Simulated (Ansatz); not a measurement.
# SiO2: straining the crystal, biaxial strain in the a-b plane

One table from this session's results is given with a row withheld; the runs are named, their logs left out.

Computed with Ansatz 0.2.0 (DFT r2SCAN, scalar-relativistic, plane waves, PAW, unless a step's input says otherwise).

2 further runs of the same task are left out: 2 set aside as unsound or not needed.

### The starting structure

The structure is tetragonal, space group P4_32_12 (No. 96). The conventional cell has a = 4.982 Å, b = 4.982 Å, c = 6.921 Å, α = 90.00°, β = 90.00°, γ = 90.00°. Si (site symmetry 2) has 4 O at 1.61 Å in its first shell of neighbours. O (site symmetry 1) has 2 Si at 1.61 Å in its first shell of neighbours.

Structure file:

```cif
data_structure
_symmetry_space_group_name_H-M 'P 1'
_symmetry_Int_Tables_number 1
_cell_length_a 4.9816
_cell_length_b 4.9816
_cell_length_c 6.9207
_cell_angle_alpha 90.000
_cell_angle_beta 90.000
_cell_angle_gamma 90.000
_cell_volume 171.74
loop_
_atom_site_label
_atom_site_type_symbol
_atom_site_fract_x
_atom_site_fract_y
_atom_site_fract_z
_atom_site_occupancy
Si1 Si 0.19782 0.19782 0.00000 1
Si2 Si 0.30218 0.69782 0.75000 1
Si3 Si 0.69782 0.30218 0.25000 1
Si4 Si 0.80218 0.80218 0.50000 1
O1 O 0.60871 0.73828 0.68115 1
O2 O 0.39129 0.26172 0.18115 1
O3 O 0.73828 0.60871 0.31885 1
O4 O 0.23828 0.89129 0.93115 1
O5 O 0.26172 0.39129 0.81885 1
O6 O 0.10871 0.76172 0.56885 1
O7 O 0.89129 0.23828 0.06885 1
O8 O 0.76172 0.10871 0.43115 1
```

It goes back to an entry of the Materials Project, which need not be the stable form.

This cell was relaxed beforehand with the same method: volume 14.31 Å³/atom, gap on the mesh 6.35 eV.

The unstrained cell comes from an earlier run at this level (12 atoms, E(σ→0) -7120.3056 eV, gap 6.35 eV over the zone).

Set-up of the first run:

input.yaml

```yaml
crystal:
  lattice:
    - [4.9068520193, 0.0, 0.0]
    - [0.0, 4.9068520193, 0.0]
    - [0.0, 0.0, 6.9829848314]
  atoms:
    - { symbol: Si, position: [0.1978203439, 0.1978203439, 0.0] }
    - { symbol: Si, position: [0.3021796561, 0.6978203439, 0.75] }
    - { symbol: Si, position: [0.6978203439, 0.3021796561, 0.25] }
    - { symbol: Si, position: [0.8021796561, 0.8021796561, 0.5] }
    - { symbol: O, position: [0.6087093138, 0.7382811328, 0.6811472772] }
    - { symbol: O, position: [0.3912906862, 0.2617188672, 0.1811472772] }
    - { symbol: O, position: [0.7382811328, 0.6087093138, 0.3188527228] }
    - { symbol: O, position: [0.2382811328, 0.8912906862, 0.9311472772] }
    - { symbol: O, position: [0.2617188672, 0.3912906862, 0.8188527228] }
    - { symbol: O, position: [0.1087093138, 0.7617188672, 0.5688527228] }
    - { symbol: O, position: [0.8912906862, 0.2382811328, 0.0688527228] }
    - { symbol: O, position: [0.7617188672, 0.1087093138, 0.4311472772] }
basis:
  ecutwfc: 500
kpoints:
  mp_grid: { grid: [6, 6, 4] }
hamiltonian:
  xc: r2scan
scf:
  occupations: { method: gaussian, width: 0.02 }
output:
  forces: true
  stress: true
  eigenvalues: true
relax:
  adjacent_minimum: "off"
  f_tol: 0.008
  max_steps: 40
  cell: { stress_tol: 0.015, fix: [a, b, gamma] }
```

Launch:

```console
$ ansatz run input.yaml --threads 2 --pin off --max-ram 5120MiB --backend cpu --events-out ev --progress --plain --runs-dir out
```

Among the steps run: The cell strained by -1.5 %; The gap over the whole zone at -1.5 %; Strain +1.5 %; Band edges over the zone at +1.5 %; At -3.0 %; Seeking the band edges at -3.0 %; Strain +3.0 %; Band edges over the zone at +3.0 %.

One of the session's tables, all rows but one given; the rest of the session is left out.

Lengths are those of the vectors of the cell that was run; stresses in GPa:

```
strain (%)  ΔE (meV/atom)  a (Å)  b (Å)  c (Å)
      -3.0            5.2  4.832  4.832  6.858
      -1.5            1.3  4.907  4.907  6.884
      +0.0            0.0  4.982  4.982  6.921
      +1.5              ?      ?      ?      ?
      +3.0            4.4  5.131  5.131  7.010
```

Estimate the missing values for strain (%) = +1.5.

Worked estimate for «ΔE (meV/atom)». A straight line through the neighbours (0.0, 0.0) and (3.0, 4.4) gives 0.0 + (4.4 − 0.0) × (1.5 − 0.0) / (3.0 − 0.0) = 2.2; a parabola fitted to 3 rows on both sides gives 1.0.

The run gave: ΔE (meV/atom): 1.1; a (Å): 5.056; b (Å): 5.056; c (Å): 6.964. In «ΔE (meV/atom)» the line misses by +1.1 and the parabola by -0.1.

ΔE is over the unstrained cell. Stress in GPa, positive in compression, on the Cartesian axes of the input.
